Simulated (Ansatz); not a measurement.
# SnO (P4/nmm) in Ansatz: a series of runs, part 2 of 2

Ansatz 0.2.0. The steps go on from the part before.

### Step 3. Single point, r2SCAN, 16.70 Å³/atom (volume scaled by 0.94)

input.yaml

```yaml
crystal:
  lattice:
    - [3.7358428604, 0.0, 0.0]
    - [0.0, 3.7358428604, 0.0]
    - [0.0, 0.0, 4.7871523832]
  atoms:
    - { symbol: Sn, position: [0.5, 0.0, 0.76462614] }
    - { symbol: Sn, position: [0.0, 0.5, 0.23537386] }
    - { symbol: O, position: [0.0, 0.0, 0.0] }
    - { symbol: O, position: [0.5, 0.5, 0.0] }
hamiltonian:
  xc: r2scan
  pseudopotentials: { kind: paw }
kpoints:
  mp_grid: { grid: [7, 7, 6] }
scf:
  occupations: { method: fermi_dirac, width: 0.05 }
output:
  forces: true
  stress: true
  eigenvalues: true
```

Potentials or basis: Ansatz PAW.

The run is started by

```
> ansatz run input.yaml --threads 2 --pin off --max-ram 5632MiB --backend cpu --events-out ev --progress --plain --runs-dir out
```

The program printed:

```text
Warning: RAYON_NUM_THREADS=2 ignored (pool sized by the plan → 2); use --threads N
Engine: ansatz 0.2.0, aarch64-unknown-linux-gnu
Pseudopotentials: kind: paw
Pseudopotential: Sn, paw, valence charge 14, recommended cutoff 500 eV (meta_gga), Sn.paw.azcp
Pseudopotential: O, paw, valence charge 6, recommended cutoff 500 eV (meta_gga), O.paw.azcp
Functional definition: r2SCAN
  parameter k0 = 0.174
  parameter k1 = 0.065
  parameter a1 = 4.9479
  exchange = r2scan_x(k0 = k0, k1 = k1, a1 = a1)
  correlation = r2scan_c
Crystal: 4 atoms, lattice volume = 66.812 Å³
Basis set: ecut = 500 eV, 1665 PW (Γ), exchange–correlation on 120×120×144 points (64 copies of the dense FFT grid, shifted against one another)
Bands: 24, of which v1, the nominal top of the filled ones, is band 20 counted from 1 (19 counted from 0)
Symmetry: 16 space group operations
Space group: P4/nmm (ITA 129), of the structure as read, at distance tolerance 4.1e-5 Å
k-points: 40 of 294
Non-local potential: Sn, projectors of the file, l = 0: 2, l = 1: 2, l = 2: 2, l = 3: 2
Non-local potential: O, projectors of the file, l = 0: 2, l = 1: 2, l = 2: 1
PAW form: soft (Blöchl's): semilocal exchange-correlation on the pseudo side does not see the compensation charge
PAW frozen core: Sn, regenerated for the run's functional (the file was generated under x = pbe(κ = 0.804, μ = 0.2195149727645171), c = pbe(β = 0.06672455060314922))
[... 21 lines left out ...]
Entropy (-TS):   -0.000627 eV (-0.157 meV/atom)
Fermi energy:    11.023048 eV
--- Per-component energies (eV) ---
  E_band       = -190.055739
  E_kinetic    = 730.374785
  E_local      = -2622.385475  (includes V_loc(G=0)·N_el)
  E_nonlocal   = 30.589470
  E_hartree    = 1435.340392
  E_xc         = -897.636921
  E_vxc        = -421.402251  (∫ρ·V_xc dr)
  E_paw        = -8640.568345  (= ΣΔE_a)
  E_vpaw       = -804.218702  (= ΣTr[D̂ρ^β])
  E_aug_tail   = 0.001963  (compensation charges beyond the density's cutoff)
  E_vtau       = 26.299734  (kinetic-family band-sum trace: ∫τ·v_τ [+ j·A + Jᵃ·Aᵃ] dr)
  E_ewald      = -3251.739134
  E_core_change = 1.406758  (= ΣΔE_core)
  E_smearing   = -0.000627  (= −TS)
  E_closure    = -0.000000  (closes the sum)
  Σ components = -13214.617135   (vs F -13214.617135, Δ=0.00e0)
--- Forces (eV/Å), atoms counted from 1 ---
  atom   1  Sn     0.00000000     0.00000000    -0.81349553
  atom   2  Sn     0.00000000     0.00000000     0.81349553
  atom   3  O      0.00000000     0.00000000     0.00000000
  atom   4  O      0.00000000     0.00000000    -0.00000000
  max |Σ_I F_I| component: 0.00e0 eV/Å
--- Stress (GPa, compression-positive) ---
        6.913401       0.000000       0.000000
        0.000000       6.913401       0.000000
        0.000000       0.000000       5.257956
  P = ⅓ Tr σ = 6.3616 GPa (63.616 kbar)
--- Band table (eV; the first three rows and the last of 40) ---
  k-point 0: bands = ["-12.5051", "-11.7963", "-11.7864", "-11.7864", "-11.7652", "-11.7333", "-11.7112", "-11.6671", "-11.6269", "-11.6269", "-11.3103", "-8.2739", "2.3876", "3.5712", "3.5712", "3.6081", "6.5686", "6.8792", "6.8792", "10.9321", "13.4148", "15.3713", "15.8081", "15.8081"]
  k-point 1: bands = ["-12.5007", "-11.8011", "-11.7787", "-11.7787", "-11.7769", "-11.7296", "-11.7010", "-11.6707", "-11.6356", "-11.6356", "-11.2990", "-8.2741", "1.7114", "3.5991", "3.5991", "4.6024", "6.5532", "6.8759", "6.8759", "10.6373", "13.0105", "15.0302", "15.0302", "15.5272"]
  k-point 2: bands = ["-12.4917", "-11.8108", "-11.7928", "-11.7597", "-11.7597", "-11.7206", "-11.6879", "-11.6798", "-11.6566", "-11.6566", "-11.2764", "-8.2741", "1.0337", "3.6563", "3.6563", "6.2166", "6.5230", "6.8685", "6.8685", "9.5559", "12.7863", "14.2448", "14.2448", "15.0968"]
  k-point 39: bands = ["-12.4272", "-12.4115", "-11.7525", "-11.7463", "-11.7205", "-11.7179", "-11.6653", "-11.6639", "-11.6193", "-11.6185", "-9.3396", "-9.1930", "0.9604", "1.1186", "4.1035", "4.4277", "7.3309", "7.5577", "7.9218", "7.9684", "13.2639", "13.4817", "14.6849", "15.5380"]
```

It took 5 s on 2 threads of Arm Neoverse V2, shared host; peak memory 0.5 GiB.

What came out:

* Free energy: -13214.6171 eV
* Pressure: 6.4 GPa
* Largest force: 0.813 eV/Å
* Band gap on the k mesh: 0.23 eV, indirect (least direct gap 2.37 eV)

Caveat: odd divisions of the mesh miss points on the zone boundary, where band edges often lie, so the gap on the mesh can be too wide; spin-orbit coupling is left out, which moves the levels of the heavy elements; the PAW data sets come from PBE, with cores solved anew for the run's functional, which leaves a small shift of forces and pressure.

### Step 4. Single point, r2SCAN, 17.06 Å³/atom (volume scaled by 0.96)

Changes to input.yaml since step 3:

```diff
@@ -2,5 +2,5 @@
   lattice:
-    - [3.7358428604, 0.0, 0.0]
-    - [0.0, 3.7358428604, 0.0]
-    - [0.0, 0.0, 4.7871523832]
+    - [3.7621524798, 0.0, 0.0]
+    - [0.0, 3.7621524798, 0.0]
+    - [0.0, 0.0, 4.8208658347]
   atoms:
@@ -21 +21,5 @@
   eigenvalues: true
+  write_density: true
+  write_potential: true
+  elf: true
+  volumetric_format: npy
```

The run is started by

```
> ansatz run input.yaml --threads 2 --pin off --max-ram 5632MiB --backend cpu --events-out ev --progress --plain --runs-dir out
```

Run time: 6.2 s. Hardware: 2 threads of Arm Neoverse V2, shared host; peak memory 0.51 GiB.

Results (log left out):

```
Free energy            : -13214.6622 eV
Pressure               : 3.8 GPa
Largest force          : 0.474 eV/Å
Band gap on the k mesh : 0.32 eV, indirect (least direct gap 2.39 eV)
```

Caveat: odd divisions of the mesh miss points on the zone boundary, where band edges often lie, so the gap on the mesh can be too wide; spin-orbit coupling is left out, which moves the levels of the heavy elements; the PAW data sets come from PBE, with cores solved anew for the run's functional, which leaves a small shift of forces and pressure.

### Step 5. Single point, r2SCAN, 17.41 Å³/atom (volume scaled by 0.98)

Changes to input.yaml since step 4:

```diff
@@ -2,5 +2,5 @@
   lattice:
-    - [3.7621524798, 0.0, 0.0]
-    - [0.0, 3.7621524798, 0.0]
-    - [0.0, 0.0, 4.8208658347]
+    - [3.7880991788, 0.0, 0.0]
+    - [0.0, 3.7880991788, 0.0]
+    - [0.0, 0.0, 4.8541142359]
   atoms:
```

The run is started by

```
> ansatz run input.yaml --threads 2 --pin off --max-ram 5632MiB --backend cpu --events-out ev --progress --plain --runs-dir out
```

It took 6.2 s on 2 threads of Arm Neoverse V2, shared host; peak memory 0.51 GiB.

It converged, with:

| Property | Result |
| --- | --- |
| Free energy | -13214.6860 eV |
| Pressure | 1.6 GPa |
| Largest force | 0.160 eV/Å |
| Band gap on the k mesh | 0.41 eV, indirect (least direct gap 2.40 eV) |

Caveat: odd divisions of the mesh miss points on the zone boundary, where band edges often lie, so the gap on the mesh can be too wide; spin-orbit coupling is left out, which moves the levels of the heavy elements; the PAW data sets come from PBE, with cores solved anew for the run's functional, which leaves a small shift of forces and pressure.

### Step 6. Single point, r2SCAN, 17.77 Å³/atom

Changes to input.yaml since step 5:

```diff
@@ -2,5 +2,5 @@
   lattice:
-    - [3.7880991788, 0.0, 0.0]
-    - [0.0, 3.7880991788, 0.0]
-    - [0.0, 0.0, 4.8541142359]
+    - [3.81369522, 0.0, 0.0]
+    - [0.0, 3.81369522, 0.0]
+    - [0.0, 0.0, 4.8869133]
   atoms:
```

Potentials or basis: Ansatz PAW.

The run is started by

```
> ansatz run input.yaml --threads 2 --pin off --max-ram 5632MiB --backend cpu --events-out ev --progress --plain --runs-dir out
```

It took 6.2 s on 2 threads of Arm Neoverse V2, shared host; peak memory 0.51 GiB.

Results (log left out):

| Item | Value |
| --- | --- |
| Free energy | -13214.6908 eV |
| Pressure | -0.5 GPa |
| Largest force | 0.130 eV/Å |
| Band gap on the k mesh | 0.50 eV, indirect (least direct gap 2.41 eV) |

Caveat: odd divisions of the mesh miss points on the zone boundary, where band edges often lie, so the gap on the mesh can be too wide; spin-orbit coupling is left out, which moves the levels of the heavy elements; the PAW data sets come from PBE, with cores solved anew for the run's functional, which leaves a small shift of forces and pressure.

### Step 7. Single point, r2SCAN, 18.12 Å³/atom (volume scaled by 1.02)

Changes to input.yaml since step 6:

```diff
@@ -2,5 +2,5 @@
   lattice:
-    - [3.81369522, 0.0, 0.0]
-    - [0.0, 3.81369522, 0.0]
-    - [0.0, 0.0, 4.8869133]
+    - [3.8389522158, 0.0, 0.0]
+    - [0.0, 3.8389522158, 0.0]
+    - [0.0, 0.0, 4.9192779074]
   atoms:
@@ -21,5 +21 @@
   eigenvalues: true
-  write_density: true
-  write_potential: true
-  elf: true
-  volumetric_format: npy
```

The run is started by

```
> ansatz run input.yaml --threads 2 --pin off --max-ram 5632MiB --backend cpu --events-out ev --progress --plain --runs-dir out
```

It took 5.1 s on 2 threads of Arm Neoverse V2, shared host; peak memory 0.5 GiB.

It converged, with:

```
Free energy            : -13214.6785 eV
Pressure               : -2.3 GPa
Largest force          : 0.399 eV/Å
Band gap on the k mesh : 0.58 eV, indirect (least direct gap 2.38 eV)
```

Caveat: odd divisions of the mesh miss points on the zone boundary, where band edges often lie, so the gap on the mesh can be too wide; spin-orbit coupling is left out, which moves the levels of the heavy elements; the PAW data sets come from PBE, with cores solved anew for the run's functional, which leaves a small shift of forces and pressure.

### Step 8. Single point, r2SCAN, 18.48 Å³/atom (volume scaled by 1.04)

Changes to input.yaml since step 7:

```diff
@@ -2,5 +2,5 @@
   lattice:
-    - [3.8389522158, 0.0, 0.0]
-    - [0.0, 3.8389522158, 0.0]
-    - [0.0, 0.0, 4.9192779074]
+    - [3.8638811754, 0.0, 0.0]
+    - [0.0, 3.8638811754, 0.0]
+    - [0.0, 0.0, 4.9512221655]
   atoms:
```

The run is started by

```
> ansatz run input.yaml --threads 2 --pin off --max-ram 5632MiB --backend cpu --events-out ev --progress --plain --runs-dir out
```

Run time: 5.2 s. Hardware: 2 threads of Arm Neoverse V2, shared host; peak memory 0.52 GiB.

It converged, with:

```
Free energy            : -13214.6509 eV
Pressure               : -3.9 GPa
Largest force          : 0.649 eV/Å
Band gap on the k mesh : 0.66 eV, indirect (least direct gap 2.36 eV)
```

Caveat: odd divisions of the mesh miss points on the zone boundary, where band edges often lie, so the gap on the mesh can be too wide; spin-orbit coupling is left out, which moves the levels of the heavy elements; the PAW data sets come from PBE, with cores solved anew for the run's functional, which leaves a small shift of forces and pressure.

### Step 9. Single point, r2SCAN, 18.84 Å³/atom (volume scaled by 1.06)

Changes to input.yaml since step 8:

```diff
@@ -2,5 +2,5 @@
   lattice:
-    - [3.8638811754, 0.0, 0.0]
-    - [0.0, 3.8638811754, 0.0]
-    - [0.0, 0.0, 4.9512221655]
+    - [3.8884925471, 0.0, 0.0]
+    - [0.0, 3.8884925471, 0.0]
+    - [0.0, 0.0, 4.9827594627]
   atoms:
```

Potentials or basis: Ansatz PAW.

The run is started by

```
> ansatz run input.yaml --threads 2 --pin off --max-ram 5632MiB --backend cpu --events-out ev --progress --plain --runs-dir out
```

Wall time 5.2 s (2 threads of Arm Neoverse V2, shared host); peak memory 0.53 GiB.

It converged, with:

| Item | Value |
| --- | --- |
| Free energy | -13214.6095 eV |
| Pressure | -5.4 GPa |
| Largest force | 0.882 eV/Å |
| Band gap on the k mesh | 0.73 eV, indirect (least direct gap 2.34 eV) |

Caveat: odd divisions of the mesh miss points on the zone boundary, where band edges often lie, so the gap on the mesh can be too wide; spin-orbit coupling is left out, which moves the levels of the heavy elements; the PAW data sets come from PBE, with cores solved anew for the run's functional, which leaves a small shift of forces and pressure.

### Step 10. Equation of state, r2SCAN

This step only gathers the single runs of the series.

What came out:

- Equilibrium volume: 17.69 Å³/atom
- Bulk modulus at fixed shape and positions: 98 GPa
- Pressure derivative of the bulk modulus: 4.4

Energy against volume, from the lowest point:
```csv
volume (Å³/atom),energy (meV/atom)
16.703,18.42
17.058,7.16
17.414,1.20
17.769,0.00
18.125,3.08
18.480,9.99
18.835,20.34
```

Caveat: the cell was scaled at fixed shape and fractional positions, which overstates the stiffness of a crystal with free parameters, most of all of layers and chains; the PAW data sets were made with another functional, which shifts forces and pressure a little.
